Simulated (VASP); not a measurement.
# SnO2 (P4_2/mnm) in VASP: relaxation of cell and atoms with PBE

Aim: the relaxation of cell and atoms of SnO2 with PBE.

All numbers are computed with VASP 6.6.1; they aren't measurements. Logs are shortened: lines on timing, memory, paths and dates and some standing lists are left out, and cuts for length are marked.

## 1. Starting point

The structure is tetragonal, space group P4_2/mnm (No. 136). Conventional cell: a = 4.765 Å, b = 4.765 Å, c = 3.207 Å, α = 90.00°, β = 90.00°, γ = 90.00°. Sn (site symmetry mmm) is surrounded by 6 O at 2.06 to 2.07 Å. Around O (site symmetry m2m) lie 3 Sn at 2.06 to 2.07 Å.

The cell is a database's computed one.

## 2. Relaxation of cell and atoms, PBE

INCAR

```
PREC     = Accurate       # precision mode
ENCUT    = 600            # plane-wave cutoff, eV
EDIFF    = 1E-6           # SCF threshold, eV
ISMEAR   = 0              # smearing method
SIGMA    = 0.1            # smearing width, eV
LREAL    = F              # projectors in reciprocal space
LASPH    = T              # aspherical terms in the spheres
NELM     = 100            # most SCF steps
ALGO     = Normal         # electronic algorithm
ISIF     = 3              # what is computed and relaxed
LWAVE    = F              # write WAVECAR
LCHARG   = F              # write CHGCAR
GGA      = PE             # functional
IBRION   = 2              # ionic algorithm
NSW      = 90             # ionic steps
EDIFFG   = -0.04          # ionic threshold
```

KPOINTS

```
Automatic mesh
0
Gamma
  4 4 6
```

POSCAR

```
SnO2
1.0
    4.7648181900      0.0000000000      0.0000000000
    0.0000000000      4.7648181900      0.0000000000
    0.0000000000      0.0000000000      3.2074997400
Sn O
2 4
Direct
    0.5000000000      0.5000000000      0.5000000000
    0.0000000000      0.0000000000      0.0000000000
    0.1940277100      0.8059722800      0.5000000000
    0.8059722800      0.1940277100      0.5000000000
    0.3059723100      0.3059723100      0.0000000000
    0.6940277200      0.6940277200      0.0000000000
```

Potentials or basis: VASP PAW PBE potentials, release 64 (Sn_d, O).

Run with:

```sh
$ cat potpaw_PBE.64/Sn_d/POTCAR potpaw_PBE.64/O/POTCAR > POTCAR
$ mpirun -np 1 vasp_std > vasp.out
```

OUTCAR:

```text
PREC = Accurate
   ENCUT = 600
   EDIFF = 1E-6
   ISMEAR = 0
   LREAL = F
   LASPH = T
   NELM = 100
   ISIF = 3
   GGA = PE
   IBRION = 2
   NSW = 90
   EDIFFG = -0.04

 ion  position               nearest neighbor table
   1  0.500  0.500  0.500-   3 2.06   4 2.06   5 2.07   5 2.07   6 2.07   6 2.07   2 3.73   2 3.73
                             2 3.73   2 3.73   2 3.73   2 3.73   2 3.73   2 3.73
   2  0.000  0.000  0.000-   6 2.06   5 2.06   3 2.07   4 2.07   3 2.07   4 2.07   1 3.73   1 3.73
                             1 3.73   1 3.73   1 3.73   1 3.73   1 3.73   1 3.73
   3  0.194  0.806  0.500-   1 2.06   2 2.07   2 2.07
   4  0.806  0.194  0.500-   1 2.06   2 2.07   2 2.07
   5  0.306  0.306  0.000-   2 2.06   1 2.07   1 2.07
   6  0.694  0.694  0.000-   2 2.06   1 2.07   1 2.07

  LATTYP: Found a simple tetragonal cell.
 ALAT       =     4.7648181900
 C/A-ratio  =     0.6731630908

  Lattice vectors:

 A1 = (   4.7648181900,   0.0000000000,   0.0000000000)
 A2 = (   0.0000000000,   4.7648181900,   0.0000000000)
 A3 = (   0.0000000000,   0.0000000000,   3.2074997400)

Analysis of symmetry for initial positions (statically):
=====================================================================
 Subroutine PRICEL returns:
 Original cell was already a primitive cell.

 Routine SETGRP: Setting up the symmetry group for a
 simple tetragonal supercell.

 Subroutine GETGRP returns: Found 16 space group operations
 (whereof  8 operations were pure point group operations)
 out of a pool of 16 trial point group operations.

The static configuration has the point symmetry D_2h.
 The point group associated with its full space group is D_4h.

Analysis of symmetry for dynamics (positions and initial velocities):
=====================================================================
 Subroutine PRICEL returns:
 Original cell was already a primitive cell.

 Routine SETGRP: Setting up the symmetry group for a
 simple tetragonal supercell.

 Subroutine GETGRP returns: Found 16 space group operations
 (whereof  8 operations were pure point group operations)
 out of a pool of 16 trial point group operations.

The dynamic configuration has the point symmetry D_2h.
 The point group associated with its full space group is D_4h.

 Subroutine INISYM returns: Found 16 space group operations
 (whereof  8 operations are pure point group operations),
 and found     1 'primitive' translations

----------------------------------------------------------------------------------------
[... 92 lines left out ...]
   ISTART =      0    job   : 0-new  1-cont  2-samecut
   ICHARG =      2    charge: 1-file 2-atom 10-const
   ISPIN  =      1    spin polarized calculation?
   LNONCOLLINEAR =      F non collinear calculations
   LSORBIT =      F    spin-orbit coupling
   LASPH  =      T    aspherical Exc in radial PAW
   ENCUT  =  600.0 eV  44.10 Ry    6.64 a.u.   9.52  9.52  6.41*2*pi/ulx,y,z
   NELM   =    100;   NELMIN=  2; NELMDL= -5     # of ELM steps
   EDIFF  = 0.1E-05   stopping-criterion for ELM
   LREAL  =      F    real-space projection
   EDIFFG = -.4E-01   stopping-criterion for IOM
   NSW    =     90    number of steps for IOM
   IBRION =      2    ionic relax: 0-MD 1-quasi-New 2-CG
   NFREE  =      1    steps in history (QN), initial steepest desc. (CG)
   ISIF   =      3    stress and relaxation
   ISYM   =      2    0-nonsym 1-usesym 2-fastsym
   POTIM  = 0.5000    time-step for ionic-motion
   TEBEG  =    0.0;   TEEND  =   0.0 temperature during run
   PSTRESS=    0.0 pullay stress
   NELECT =      52.0000    total number of electrons
   NUPDOWN=      -1.0000    fix difference up-down
   EMIN   =  10.00;   EMAX   =-10.00  energy-range for DOS
   EFERMI =   0.00;   METHOD = LEGACY
   ISMEAR =     0;   SIGMA  =   0.10  broadening in eV -4-tet -1-fermi 0-gaus
   EFERMI_NEDOS =   21; number of points for ismear=-14 and -15
   IALGO  =     38    algorithm
   IMIX   =      4    mixing-type and parameters
     AMIX     =   0.40;   BMIX     =  1.00
     AMIX_MAG =   1.60;   BMIX_MAG =  1.00
  volume/ion in A,a.u.               =      12.14        81.90
  Fermi-wavevector in a.u.,A,eV,Ry     =   1.463265  2.765169 29.132020  2.141143
  Thomas-Fermi vector in A             =   2.579380
   LORBIT       =      0    0 simple, 1 ext, 2 COOP (PROOUT), +10 PAW based schemes
   GGA     = PE    functional components
   LHFCALC =     F    Hartree Fock is set to
   AEXX    =    0.0000 exact exchange contribution
   IVDW    =     0    specifies the selected vdW correction
   LEPSILON=     F    determine dielectric tensor
   LRPA    =     F    only Hartree local field effects (RPA)
 conjugate gradient relaxation of ions
 non-spin polarized calculation
 Gauss-broadening in eV      SIGMA  =   0.10
  energy-cutoff  :      600.00
  volume of cell :       72.82
 maximum number of plane-waves:      2449
 NGX is ok and might be reduce to    40
   NGX = 19   NGY = 19   NGZ = 13

--------------------------------------- Ionic step        1  -------------------------------------------

 number of electron      52.0000006 magnetization

 Free energy of the ion-electron system (eV)
  ---------------------------------------------------
  ext. energy  EPLUGINS =         0.00000000
  ---------------------------------------------------
  free energy    TOTEN  =       -37.25271647 eV

  energy without entropy =      -37.25271647  energy(sigma->0) =      -37.25271647

------------------------ aborting loop because EDIFF is reached ----------------------------------------

  FORCE on cell =-STRESS in cart. coord.  units (eV):
  Direction    XX          YY          ZZ          XY          YZ          ZX
  --------------------------------------------------------------------------------------
  -------------------------------------------------------------------------------------
  Total        3.0844500      3.0844500      3.7303400      0.0000000      0.0000000      0.0000000
  in kB       67.8623700     67.8623700     82.0728844      0.0000000      0.0000000      0.0000000
  external PRESSURE =      72.5992081 kB  Pullay stress =       0.0000000 kB
[... 147 lines left out ...]
--------------------------------------- Ionic step        5  -------------------------------------------

 number of electron      52.0000001 magnetization

 Free energy of the ion-electron system (eV)
  ---------------------------------------------------
  ext. energy  EPLUGINS =         0.00000000
  ---------------------------------------------------
  free energy    TOTEN  =       -37.31279592 eV

  energy without entropy =      -37.31279588  energy(sigma->0) =      -37.31279590

 E-fermi :   5.8404     XC(G=0): -10.9710

 val. band max:        5.5183819094   @ k =   0.0000   0.0000   0.0000
 cond. band min:       6.1624300505   @ k =   0.0000   0.0000   0.0000
 fundamental gap:      0.6440481411
 Fermi energy:         5.8403960381

 k-point     1 :       0.0000    0.0000    0.0000
  band No.  band energies     occupation
      1     -15.5159      2.00000
      2     -14.8503      2.00000
      3     -14.6653      2.00000
      4     -14.6375      2.00000
      5     -14.6375      2.00000
      6     -14.5753      2.00000
[... 838 lines left out ...]
  FREE ENERGIE OF THE ION-ELECTRON SYSTEM (eV)
  ---------------------------------------------------
  free  energy   TOTEN  =       -37.3127959217 eV

  energy  without entropy=      -37.3127958848  energy(sigma->0) =      -37.31279590

 reached required accuracy - stopping structural energy minimisation
```

CONTCAR:

```text
SnO2
   1.00000000000000
     4.8255465682144063    0.0000000000000000    0.0000000000000000
     0.0000000000000000    4.8255465682144063    0.0000000000000000
     0.0000000000000000    0.0000000000000000    3.2445495332383159
  Sn              O
     2     4
Direct
     0.5000000000000000    0.5000000000000000    0.5000000000000000
     1.0000000000000000    0.0000000000000000    0.0000000000000000
     0.1935415571662995    0.8064584328336996    0.5000000000000000
     0.8064584328336996    0.1935415571662995    0.5000000000000000
     0.3064584628337021    0.3064584628337021    1.0000000000000000
     0.6935415671663004    0.6935415671663004    0.0000000000000000

  0.00000000E+00  0.00000000E+00  0.00000000E+00
  0.00000000E+00  0.00000000E+00  0.00000000E+00
  0.00000000E+00  0.00000000E+00  0.00000000E+00
  0.00000000E+00  0.00000000E+00  0.00000000E+00
  0.00000000E+00  0.00000000E+00  0.00000000E+00
  0.00000000E+00  0.00000000E+00  0.00000000E+00
```

Run time: 3.4 min. Hardware: 1 thread of Intel Xeon Platinum 8488C (Sapphire Rapids), shared host; peak memory 0.23 GiB.

Results:

```
Free energy                            : -37.3128 eV
Relaxed volume                         : 12.59 Å³/atom
Relaxed cell                           : a = 4.826 Å, b = 4.826 Å, c = 3.245 Å, α = 90.00°, β = 90.00°, γ = 90.00°
Space group after relaxing (to 0.05 Å) : P4_2/mnm (No. 136)
Energy gained by relaxing              : 10.0 meV/atom
Ionic steps                            : 5
Pressure after relaxing                : 0.1 GPa
Largest force after relaxing           : 0.009 eV/Å
Band gap on the k mesh                 : 0.64 eV, direct
```

Forces in eV/Å, atoms in the order of the input:
```
Sn   0.000  0.000  0.000
Sn   0.000  0.000  0.000
O   -0.007  0.007  0.000
O    0.007 -0.007  0.000
O    0.007  0.007  0.000
O   -0.007 -0.007  0.000
```

Step by step:
```csv
step,energy change (eV),largest force (eV/Å),pressure (GPa),volume (Å³)
1,0.0000,0.0403,7.26,72.82
2,0.0190,0.2346,-6.98,78.77
3,-0.0583,0.1009,0.02,75.49
4,-0.0583,0.0983,0.15,75.44
5,-0.0601,0.0094,0.10,75.55
```

Final structure:
```cif
data_structure
_symmetry_space_group_name_H-M 'P 1'
_symmetry_Int_Tables_number 1
_cell_length_a 4.8255
_cell_length_b 4.8255
_cell_length_c 3.2445
_cell_angle_alpha 90.000
_cell_angle_beta 90.000
_cell_angle_gamma 90.000
_cell_volume 75.55
loop_
_atom_site_label
_atom_site_type_symbol
_atom_site_fract_x
_atom_site_fract_y
_atom_site_fract_z
_atom_site_occupancy
Sn1 Sn 0.50000 0.50000 0.50000 1
Sn2 Sn 0.00000 0.00000 0.00000 1
O1 O 0.19354 0.80646 0.50000 1
O2 O 0.80646 0.19354 0.50000 1
O3 O 0.30646 0.30646 0.00000 1
O4 O 0.69354 0.69354 0.00000 1
```

Levels at points of the mesh, in eV from the valence-band top:
```csv
k point,band 22,band 23,band 24,band 25,band 26,band 27,band 28,band 29,band 30,band 31
"(0.00, 0.00, 0.00)",-1.26,-1.26,-0.74,-0.74,0.00,0.64,5.66,6.04,6.04,10.07
"(0.50, 0.00, 0.00)",-1.89,-1.21,-1.21,-0.60,-0.60,3.86,3.86,6.78,6.78,10.40
"(0.50, 0.50, 0.00)",-1.87,-1.33,-1.33,-0.85,-0.85,4.25,4.25,7.13,7.13,10.48
"(0.00, 0.00, 0.50)",-2.58,-1.52,-1.52,-1.18,-1.18,5.56,5.56,9.35,9.35,10.27
"(0.50, 0.00, 0.50)",-1.66,-1.01,-1.01,-0.75,-0.75,5.83,5.83,7.60,7.60,10.54
"(0.50, 0.50, 0.50)",-2.42,-0.91,-0.91,-0.78,-0.78,4.33,4.33,8.61,8.61,10.53
```

Caveat: spin-orbit coupling is left out, which moves the levels of the heavy elements. As with any semilocal functional, this PBE gap is likely too small.
